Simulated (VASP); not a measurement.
Wanted: the native input for a VASP 6.6.1 run.

* Task: relaxation of cell and atoms
* Functional: LDA
* Potentials or basis: VASP PAW LDA potentials, release 64 (Cd, F)
* Cutoff: 600 eV
* k mesh: 8 × 8 × 8
* Occupations: gaussian, width 0.02 eV
* Spin: no spin polarisation
* Dipole correction: no
* Further INCAR settings: ALGO = Normal; EDIFF = 1e-06; IBRION = 2; EDIFFG = -0.005; NSW = 100; ISIF = 3

The structure of CdF2 lies in POSCAR:

```
CdF2
1.0
    0.0000000000      2.6940000000      2.6940000000
    2.6940000000      0.0000000000      2.6940000000
    2.6940000000      2.6940000000      0.0000000000
Cd F
1 2
Direct
    0.0000000000      0.0000000000      0.0000000000
    0.2500000000      0.2500000000      0.2500000000
    0.7500000000      0.7500000000      0.7500000000
```

The input as run:

INCAR

```
  ALGO = Normal
  EDIFF = 1E-6
  EDIFFG = -0.005
  ENCUT = 600
  IBRION = 2
  ISIF = 3
  ISMEAR = 0
  LASPH = True
  LCHARG = False
  LREAL = False
  LWAVE = False
  NELM = 80
  NSW = 100
  PREC = Accurate
  SIGMA = 0.02
```

KPOINTS

```
k-points
0
Gamma
  8 8 8
```

Potentials or basis: VASP PAW LDA potentials, release 64 (Cd, F).

Command:

```console
$ cat potpaw_LDA.64/Cd/POTCAR potpaw_LDA.64/F/POTCAR > POTCAR
$ mpirun -np 1 vasp_std > vasp.out
```

Results of the run:

- Relaxed volume: 12.48 Å³/atom
- Relaxed cell: a = 3.756 Å, b = 3.756 Å, c = 3.756 Å, α = 60.00°, β = 60.00°, γ = 60.00°
- Space group after relaxing (to 0.05 Å): Fm-3m (No. 225)
- Energy gained by relaxing: 8.8 meV/atom
- Ionic steps: 3
- Pressure after relaxing: 0.0 GPa
- Band gap on the k mesh: 2.95 eV, indirect (least direct gap 3.37 eV)

It took 54 s on 1 thread of AMD EPYC 7R43 64-Core Processor (Zen 3), with other jobs on the host, peak memory 0.13 GiB.
